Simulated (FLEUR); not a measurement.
# BAs (F-43m) in FLEUR: a series of runs

One crystal, BAs, is run at these levels: PBE; tasks: equation of state.

Program: FLEUR MaX-R8.1 (patched build s14). These are calculated values, not measurements. Logs are shortened: lines on timing, memory, paths and dates and some standing lists are left out, and cuts for length are marked.

**What was measured.**

“Basic Physical Properties of Cubic Boron Arsenide”, 2019, arxiv:1911.11281 quotes, for a bulk crystal of BAs: bulk modulus 148 GPa.

The results are compared with them further down.

**1. Starting point**

It takes space group F-43m (No. 216, cubic). The conventional cell has a = 4.777 Å, b = 4.777 Å, c = 4.777 Å, α = 90.00°, β = 90.00°, γ = 90.00°. As (site symmetry -43m) is surrounded by 4 B at 2.07 Å. Around B (site symmetry -43m) lie 4 As at 2.07 Å.

**2. Equation of state, PBE, 12.81 Å³/atom (volume scaled by 0.94)**

inp.xml reads:

```xml
<?xml version="1.0" encoding="UTF-8" standalone="no"?>
<fleurInput fleurInputVersion="0.39">
   <comment>
      BAs                                                                                                 
   </comment>
   <calculationSetup>
      <cutoffs Kmax="4.61" Gmax="14.3" GmaxXC="14.3" numbands="0"/>
      <scfLoop itmax="60" minDistance="0.00001" maxIterBroyd="15" imix="Anderson" alpha="0.05" precondParam="0.0" spinf="2.0"/>
      <coreElectrons ctail="T" frcor="F" kcrel="0" coretail_lmax="0"/>
      <xcFunctional name="pbe" relativisticCorrections="F"/>
      <magnetism jspins="1"/>
      <soc l_soc="F" theta="0.0" phi="0.0" spav="F"/>
      <expertModes spex="0" secvar="F"/>
      <geometryOptimization l_f="F" forcealpha="1.0" forcemix="BFGS" epsdisp="0.0005" epsforce="0.0002"/>
      <ldaU l_linMix="F" mixParam="0.05" spinf="1.0"/>
   </calculationSetup>
   <cell>
      <bzIntegration valenceElectrons="24.0" mode="hist" fermiSmearingEnergy="0.00183747">
         <kPointListSelection listName="default-1"/>
         <!-- k-points included here -->
         <xi:include xmlns:xi="http://www.w3.org/2001/XInclude" href="kpts.xml"> </xi:include>
      </bzIntegration>
      <!-- symmetry operations included here -->
      <xi:include xmlns:xi="http://www.w3.org/2001/XInclude" href="sym.xml"> </xi:include>
      <bulkLattice scale="0.9795861087">
         <bravaisMatrix>
            <row-1>    0.0000000000000000     4.5136108486071000     4.5136108486071000</row-1>
            <row-2>    4.5136108486071000     0.0000000000000000     4.5136108486071000</row-2>
            <row-3>    4.5136108486071000     4.5136108486071000     0.0000000000000000</row-3>
         </bravaisMatrix>
      </bulkLattice>
   </cell>
   <atomSpecies>
      <species name="Arsenic (As)" element="As" atomicNumber="33">
         <mtSphere radius="1.99" gridPoints="677" logIncrement="0.018"/>
         <atomicCutoffs lmax="8" lnonsphr="6"/>
         <electronConfig flipSpins="F">
            <coreConfig>(1s1/2) (2s1/2) (2p1/2) (2p3/2) (3s1/2)</coreConfig>
            <valenceConfig>(3p1/2) (3p3/2) (4s1/2) (3d3/2) (3d5/2) (4p1/2) (4p3/2)</valenceConfig>
            <stateOccupation state="(4p1/2)" spinUp="0.500000" spinDown="0.500000"/>
            <stateOccupation state="(4p3/2)" spinUp="1.000000" spinDown="1.000000"/>
         </electronConfig>
         <energyParameters s="4" p="4" d="3" f="4"/>
         <lo type="SCLO" l="1" n="3" eDeriv="0"/>
         <lo type="SCLO" l="1" n="3" eDeriv="1"/>
         <lo type="HELO" l="2" n="4" eDeriv="0"/>
         <lo type="HELO" l="2" n="4" eDeriv="1"/>
         <lo type="SCLO" l="0" n="4" eDeriv="2"/>
         <lo type="SCLO" l="3" n="4" eDeriv="2"/>
      </species>
      <species name="Boron (B)" element="B" atomicNumber="5">
         <mtSphere radius="1.52" gridPoints="519" logIncrement="0.02"/>
         <atomicCutoffs lmax="8" lnonsphr="6"/>
         <electronConfig flipSpins="F">
            <coreConfig>(1s1/2)</coreConfig>
            <valenceConfig>(2s1/2) (2p1/2) (2p3/2)</valenceConfig>
            <stateOccupation state="(2p1/2)" spinUp="0.166667" spinDown="0.166667"/>
            <stateOccupation state="(2p3/2)" spinUp="0.333333" spinDown="0.333333"/>
         </electronConfig>
         <energyParameters s="2" p="2" d="3" f="4"/>
         <lo type="SCLO" l="0" n="2" eDeriv="2"/>
         <lo type="SCLO" l="1" n="2" eDeriv="2"/>
         <lo type="SCLO" l="2" n="3" eDeriv="2"/>
      </species>
   </atomSpecies>
   <atomGroups>
      <atomGroup species="Arsenic (As)">
         <relPos label="                   1">-1.000/4.000 -1.000/4.000 -1.000/4.000</relPos>
         <force calculate="T" relaxXYZ="TTT"/>
      </atomGroup>
      <atomGroup species="Boron (B)">
         <relPos label="                   2">.0000000000 .0000000000 .0000000000</relPos>
         <force calculate="T" relaxXYZ="TTT"/>
      </atomGroup>
   </atomGroups>
   <output dos="F" band="F" slice="F">
      <checks vchk="F" cdinf="F"/>
      <bandDOS minEnergy="-.5*Htr" maxEnergy="0.5*Htr" sigma="0.015" storeEVData="T"/>
      <vacuumDOS vacdos="F" integ="F" star="F" nstars="0" locx1="0.0" locy1="0.0" locx2="0.0" locy2="0.0" nstm="0" tworkf="0.0"/>
      <unfoldingBand unfoldBand="F" supercellX="1" supercellY="1" supercellZ="1"/>
      <plotting iplot="0" polar="F">
         <plot TwoD="T" vec1="  1.0  0.0  0.0" vec2="  0.0  1.0  0.0" vec3="  0.0  0.0  1.0" zero="  0.0  0.0  0.0" file="plot"/>
      </plotting>
      <chargeDensitySlicing numkpt="0" minEigenval="0.0" maxEigenval="0.0" nnne="0" pallst="F"/>
      <specialOutput eonly="F"/>
      <magneticCircularDichroism mcd="F" energyLo="-10.0" energyUp="0.0"/>
   </output>
  <!-- We include the file relax.xml here to enable relaxations (see documentation) -->
  <xi:include xmlns:xi="http://www.w3.org/2001/XInclude" href="relax.xml"> <xi:fallback/> </xi:include>
</fleurInput>
```

Potentials or basis: all-electron, FLAPW.

On the command line:

```sh
inpgen -f crystal.txt -profile fastHighL
# inp.xml edited to the form shown
fleur
```

Output:

```text
Welcome to FLEUR        (www.flapw.de)
      MaX-Release 8.1          (www.max-centre.eu)

 ========== k-point set info ==========
 Selected k-point list: default-1
 k-point list type: mesh
 10 x 10 x 10
 Number of k points: 47

 ------------Calculation Setup---------------------------
 Number of OMP-threads    :            1
 Number of basis functions:          386
 Approximate size of matrices (H+S) per k-point:         0.004 GB
 --------------------------------------------------------
 Iteration:     1   Distance:      14.94310916 me/bohr^3
 Iteration:     2   Distance:      13.64663352 me/bohr^3
 Iteration:     3   Distance:       5.74548263 me/bohr^3
 Iteration:     4   Distance:       2.43547154 me/bohr^3
 Iteration:     5   Distance:       1.69636914 me/bohr^3
 Iteration:     6   Distance:       0.25864568 me/bohr^3
 Iteration:     7   Distance:       0.25887870 me/bohr^3
 Iteration:     8   Distance:       0.03598364 me/bohr^3
 Iteration:     9   Distance:       0.02631571 me/bohr^3
 Iteration:    10   Distance:       0.00431660 me/bohr^3
 Iteration:    11   Distance:       0.00040473 me/bohr^3
 Iteration:    12   Distance:       0.00046699 me/bohr^3
 Iteration:    13   Distance:       0.00002109 me/bohr^3
 Iteration:    14   Distance:       0.00001715 me/bohr^3
 Iteration:    15   Distance:       0.00000249 me/bohr^3

 ********************************************************************
 Run finished successfully
 Stop message:
   all done
 ********************************************************************
```

out.xml (last iteration):

```text
<iteration numberForCurrentRun="   15" overallNumber="   15">
         <energyParameters units="Htr">
            <atomicEP atomType="1" spin="1" branch="4s" branchLowest="-6.47" branchHighest="1.25" value="-0.1928670122"/>
            <atomicEP atomType="1" spin="1" branch="4p" branchLowest="-4.38" branchHighest="2.04" value="0.0277014484"/>
            <atomicEP atomType="1" spin="1" branch="3d" branchLowest="-9.99" branchHighest="-0.94" value="-0.9626667548"/>
            <atomicEP atomType="1" spin="1" branch="4f" branchLowest="-9.99" branchHighest="4.15" value="0.3854112171"/>
            <loAtomicEP atomType="1" spin="1" branch="3p" branchLowest="-47.36" branchHighest="-4.38" value="-4.3896091587"/>
            <loAtomicEP atomType="1" spin="1" branch="3p" branchLowest="-47.36" branchHighest="-4.38" value="-4.3896091587"/>
            <heloAtomicEP atomType="1" spin="1" branch="4d" branchLowest="2.40" branchHighest="2.40" value="2.3973776733"/>
            <heloAtomicEP atomType="1" spin="1" branch="4d" branchLowest="2.40" branchHighest="2.40" value="2.3973776733"/>
            <loAtomicEP atomType="1" spin="1" branch="4s" branchLowest="-6.47" branchHighest="1.25" value="-0.1928670122"/>
            <loAtomicEP atomType="1" spin="1" branch="4f" branchLowest="-9.99" branchHighest="4.15" value="0.3854099979"/>
            <atomicEP atomType="2" spin="1" branch="2s" branchLowest="-6.03" branchHighest="2.58" value="-0.1235974522"/>
            <atomicEP atomType="2" spin="1" branch="2p" branchLowest="-9.99" branchHighest="2.10" value="0.0382396313"/>
            <atomicEP atomType="2" spin="1" branch="3d" branchLowest="-9.99" branchHighest="5.64" value="0.2412636925"/>
            <atomicEP atomType="2" spin="1" branch="4f" branchLowest="-9.99" branchHighest="9.30" value="0.4013070018"/>
            <loAtomicEP atomType="2" spin="1" branch="2s" branchLowest="-6.03" branchHighest="2.58" value="-0.1235974522"/>
            <loAtomicEP atomType="2" spin="1" branch="2p" branchLowest="-9.99" branchHighest="2.10" value="0.0382309475"/>
            <loAtomicEP atomType="2" spin="1" branch="3d" branchLowest="-9.99" branchHighest="5.64" value="0.2412626797"/>
         </energyParameters>
         <eigenvalues>
            <eigenvaluesAt spin="1" ikpt="1" k_x="0.00000000" k_y="0.00000000" k_z="0.00000000">
                      -4.3879856430       -4.3879856430       -4.3879856430       -0.9731089228       -0.9731089228
                      -0.9731089228       -0.9720972079       -0.9720972079       -0.2398295614        0.3473605293
                       0.3473605293        0.3473605293        0.4710153039        0.4710153039        0.4710153039
                       0.5489126874        0.7114002730        0.8400710084        0.8400710084
            </eigenvaluesAt>
            <eigenvaluesAt spin="1" ikpt="2" k_x="0.00000000" k_y="0.00000000" k_z="0.10000000">
                      -4.3879877791       -4.3879862222       -4.3879862222       -0.9731209415       -0.9730847531
                      -0.9730847531       -0.9721058312       -0.9721058312       -0.2334510086        0.2946133039
                       0.3354908984        0.3354908984        0.4806776466        0.4866193355        0.4866193355
                       0.5764563622        0.7367972614        0.7953893809        0.7953893809
            </eigenvaluesAt>
            <eigenvaluesAt spin="1" ikpt="3" k_x="0.00000000" k_y="0.00000000" k_z="0.20000000">
                      -4.3879887084       -4.3879870137       -4.3879870137       -0.9730761724       -0.9730090788
                      -0.9730090788       -0.9720977182       -0.9720977182       -0.2145960101        0.2040190919
                       0.3130984437        0.3130984437        0.4766623241        0.5142549821        0.5142549821
                       0.6306177653        0.7670473701        0.7670473701        0.7739006219
            </eigenvaluesAt>
            <eigenvaluesAt spin="1" ikpt="4" k_x="0.00000000" k_y="0.00000000" k_z="0.30000000">
                      -4.3879892344       -4.3879867842       -4.3879867842       -0.9730185201       -0.9729180966
                      -0.9729180966       -0.9720536368       -0.9720536368       -0.1845153889        0.1155217012
                       0.2934368930        0.2934368930        0.4681490990        0.5285923287        0.5285923287
                       0.6706882117        0.7794175155        0.7857312646        0.7857312646
            </eigenvaluesAt>
         </eigenvalues>
         <bandgap value="1.1214805202" units="eV"/>
         <sumValenceSingleParticleEnergies value="-35.2846127688" units="Htr"/>
         <FermiEnergy value="0.3473605293" units="Htr"/>
         <valenceDensity>
            <mtCharges spin="1">
               <mtCharge atomType="1" total="18.4560557" s="1.0241382" p="7.4090270" d="10.0116819" f="0.0091191"/>
               <mtCharge atomType="2" total="1.3721198" s="0.4661500" p="0.8854356" d="0.0186665" f="0.0015542"/>
            </mtCharges>
            <spinDependentCharge spin="1" total="24.0000000" interstitial="4.1718245" mtSpheres="19.8281755"/>
            <totalCharge value="24.0000000000"/>
         </valenceDensity>
         <coreStates atomType="     1" atomicNumber=" 33" spin="1" kinEnergy="   1996.3126908609" eigValSum="  -1265.4593942699" lostElectrons=" 0.000127">
            <state n="1" l="0" j="0.5" energy="-430.0362807305" weight="1.0000000000"/>
            <state n="2" l="0" j="0.5" energy="-54.0937113888" weight="1.0000000000"/>
            <state n="2" l="1" j="0.5" energy="-48.2727333872" weight="1.0000000000"/>
            <state n="2" l="1" j="1.5" energy="-46.9289678973" weight="2.0000000000"/>
            <state n="3" l="0" j="0.5" energy="-6.4690358340" weight="1.0000000000"/>
         </coreStates>
         <coreStates atomType="     2" atomicNumber="  5" spin="1" kinEnergy="     21.6888991657" eigValSum="    -12.0620900006" lostElectrons=" 0.000474">
            <state n="1" l="0" j="0.5" energy="-6.0310450003" weight="1.0000000000"/>
         </coreStates>
         <allElectronCharges>
            <spinDependentCharge spin="1" total="38.0000000" interstitial="4.1724221" mtSpheres="33.8275779"/>
            <totalCharge value="37.9999999963"/>
         </allElectronCharges>
         <totalEnergy                                    value="    -2285.9303660448" units="Htr">
            <sumOfEigenvalues                            value="    -1312.8060970393">
               <coreElectrons value="-1277.5214842705"/>
               <valenceElectrons value="-35.2846127688"/>
            </sumOfEigenvalues>
            <densityCoulombPotentialIntegral value="-3534.6999679456"/>
            <densityEffectivePotentialIntegral value="-3649.1395688668"/>
            <chargeDenXCDenIntegral value="-88.0085214163"/>
            <FockExchangeEnergyValence value="0.0000000000"/>
            <FockExchangeEnergyCore value="0.0000000000"/>
            <atomTypeDependentContributions atomType="1">
               <electronNucleiInteractionDifferentMTs value="2714.3871849767"/>
               <MadelungTerm value="-22.6767004399"/>
            </atomTypeDependentContributions>
            <atomTypeDependentContributions atomType="2">
               <electronNucleiInteractionDifferentMTs value="26.9772338522"/>
               <MadelungTerm value="-2.8642132144"/>
            </atomTypeDependentContributions>
            <tkbTimesEntropy value="0.0000000000"/>
            <freeEnergy value="-2285.9303660448"/>
            <extrapolationTo0K value="-2285.9303660448"/>
         </totalEnergy>
         <densityConvergence units="me/bohr^3">
            <chargeDensity spin="1" distance="0.0000024921"/>
         </densityConvergence>
      </iteration>
```

It took 31 s on 1 thread of AMD EPYC 7B13 (Zen 3), shared host; peak memory 0.05 GiB.

Results:

| Item | Value |
| --- | --- |
| Free energy | -62203.3341 eV |
| Band gap on the k mesh | 1.12 eV, indirect (least direct gap 3.36 eV) |
| Valence electrons inside the program's atomic spheres | As 18.46; B 1.37 (radii As 1.99, B 1.52 bohr) |

Caveat: the plane-wave cutoff is short for the semicore states, which can make moduli rough.

**3. Equation of state, PBE, 13.08 Å³/atom (volume scaled by 0.96)**

inp.xml: that of step 2 with these lines changed.

```diff
@@ -24,3 +24,3 @@
       <xi:include xmlns:xi="http://www.w3.org/2001/XInclude" href="sym.xml"> </xi:include>
-      <bulkLattice scale="0.9795861087">
+      <bulkLattice scale="0.9864848297">
          <bravaisMatrix>
```

Potentials or basis: all-electron, FLAPW.

On the command line:

```sh
inpgen -f crystal.txt -profile fastHighL
# inp.xml edited to the form shown
fleur
```

Run time: 32 s. Hardware: 1 thread of AMD EPYC 7B13 (Zen 3), shared host; peak memory 0.05 GiB.

Results (log left out):

- Free energy: -62203.3712 eV
- Band gap on the k mesh: 1.14 eV, indirect (least direct gap 3.34 eV)
- Valence electrons inside the program's atomic spheres: As 18.44; B 1.35 (radii As 1.99, B 1.52 bohr)

Caveat: the plane-wave cutoff is short for the semicore states, which can make moduli rough.

**4. Equation of state, PBE, 13.35 Å³/atom (volume scaled by 0.98)**

inp.xml: that of step 3 with these lines changed.

```diff
@@ -24,3 +24,3 @@
       <xi:include xmlns:xi="http://www.w3.org/2001/XInclude" href="sym.xml"> </xi:include>
-      <bulkLattice scale="0.9864848297">
+      <bulkLattice scale="0.9932883884">
          <bravaisMatrix>
```

On the command line:

```sh
inpgen -f crystal.txt -profile fastHighL
# inp.xml edited to the form shown
fleur
```

It took 33 s on 1 thread of AMD EPYC 7B13 (Zen 3), shared host; peak memory 0.05 GiB.

The run converged. Its results:

* Free energy: -62203.3962 eV
* Band gap on the k mesh: 1.17 eV, indirect (least direct gap 3.31 eV)
* Valence electrons inside the program's atomic spheres: As 18.42; B 1.33 (radii As 1.99, B 1.52 bohr)

Caveat: the plane-wave cutoff is short for the semicore states, which can make moduli rough.

**5. Equation of state, PBE, 13.63 Å³/atom**

inp.xml: that of step 4 with these lines changed.

```diff
@@ -24,3 +24,3 @@
       <xi:include xmlns:xi="http://www.w3.org/2001/XInclude" href="sym.xml"> </xi:include>
-      <bulkLattice scale="0.9932883884">
+      <bulkLattice scale="1.0000000000">
          <bravaisMatrix>
```

On the command line:

```sh
inpgen -f crystal.txt -profile fastHighL
# inp.xml edited to the form shown
fleur
```

Run time: 33 s. Hardware: 1 thread of AMD EPYC 7B13 (Zen 3), shared host; peak memory 0.05 GiB.

Results (log left out):

```
Free energy                                           : -62203.4104 eV
Band gap on the k mesh                                : 1.19 eV, indirect (least direct gap 3.28 eV)
Valence electrons inside the program's atomic spheres : As 18.41; B 1.32 (radii As 1.99, B 1.52 bohr)
```

Caveat: the plane-wave cutoff is short for the semicore states, which can make moduli rough.

**6. Equation of state, PBE, 13.90 Å³/atom (volume scaled by 1.02)**

inp.xml: that of step 5 with these lines changed.

```diff
@@ -24,3 +24,3 @@
       <xi:include xmlns:xi="http://www.w3.org/2001/XInclude" href="sym.xml"> </xi:include>
-      <bulkLattice scale="1.0000000000">
+      <bulkLattice scale="1.0066227096">
          <bravaisMatrix>
```

Potentials or basis: all-electron, FLAPW.

On the command line:

```sh
inpgen -f crystal.txt -profile fastHighL
# inp.xml edited to the form shown
fleur
```

It took 35 s on 1 thread of AMD EPYC 7B13 (Zen 3), shared host; peak memory 0.05 GiB.

The run converged. Its results:

| Property | Result |
| --- | --- |
| Free energy | -62203.4152 eV |
| Band gap on the k mesh | 1.21 eV, indirect (least direct gap 3.26 eV) |
| Valence electrons inside the program's atomic spheres | As 18.39; B 1.30 (radii As 1.99, B 1.52 bohr) |

Caveat: the plane-wave cutoff is short for the semicore states, which can make moduli rough.

**7. Equation of state, PBE, 14.17 Å³/atom (volume scaled by 1.04)**

inp.xml: that of step 6 with these lines changed.

```diff
@@ -24,3 +24,3 @@
       <xi:include xmlns:xi="http://www.w3.org/2001/XInclude" href="sym.xml"> </xi:include>
-      <bulkLattice scale="1.0066227096">
+      <bulkLattice scale="1.0131594038">
          <bravaisMatrix>
```

On the command line:

```sh
inpgen -f crystal.txt -profile fastHighL
# inp.xml edited to the form shown
fleur
```

Wall time 36 s (1 thread of AMD EPYC 7B13 (Zen 3), shared host); peak memory 0.05 GiB.

It converged, with:

```
Free energy                                           : -62203.4112 eV
Band gap on the k mesh                                : 1.22 eV, indirect (least direct gap 3.24 eV)
Valence electrons inside the program's atomic spheres : As 18.38; B 1.28 (radii As 1.99, B 1.52 bohr)
```

Caveat: the plane-wave cutoff is short for the semicore states, which can make moduli rough.

**8. Equation of state, PBE, 14.44 Å³/atom (volume scaled by 1.06)**

inp.xml: that of step 7 with these lines changed.

```diff
@@ -24,3 +24,3 @@
       <xi:include xmlns:xi="http://www.w3.org/2001/XInclude" href="sym.xml"> </xi:include>
-      <bulkLattice scale="1.0131594038">
+      <bulkLattice scale="1.0196128224">
          <bravaisMatrix>
```

On the command line:

```sh
inpgen -f crystal.txt -profile fastHighL
# inp.xml edited to the form shown
fleur
```

It took 37 s on 1 thread of AMD EPYC 7B13 (Zen 3), shared host; peak memory 0.05 GiB.

The run converged. Its results:

```
Free energy                                           : -62203.3989 eV
Band gap on the k mesh                                : 1.24 eV, indirect (least direct gap 3.21 eV)
Valence electrons inside the program's atomic spheres : As 18.36; B 1.27 (radii As 1.99, B 1.52 bohr)
```

Caveat: the plane-wave cutoff is short for the semicore states, which can make moduli rough.

**9. Equation of state, PBE**

Potentials or basis: all-electron, FLAPW.

This step only gathers the single runs of the series.

What came out:

| Property | Result |
| --- | --- |
| Equilibrium volume | 13.90 Å³/atom |
| Bulk modulus | 132 GPa |

Energy against volume, from the lowest point:
```tsv
volume (Å³/atom)	energy (meV/atom)
12.809	40.56
13.081	22.04
13.354	9.52
13.626	2.41
13.899	0.00
14.171	2.04
14.444	8.17
```

Caveat: the plane-wave cutoff is short for the semicore states, which can make moduli rough. PBE usually gives volumes a little too large and moduli too small.

**10. Comparison with measurements**

Step 9. A measured bulk modulus of BAs is 148 GPa (quoted in “Basic Physical Properties of Cubic Boron Arsenide”, 2019, arxiv:1911.11281); the calculated 132 GPa misses it by -11.0 %. The fit is for a static lattice scaled at fixed shape and fixed fractional positions.
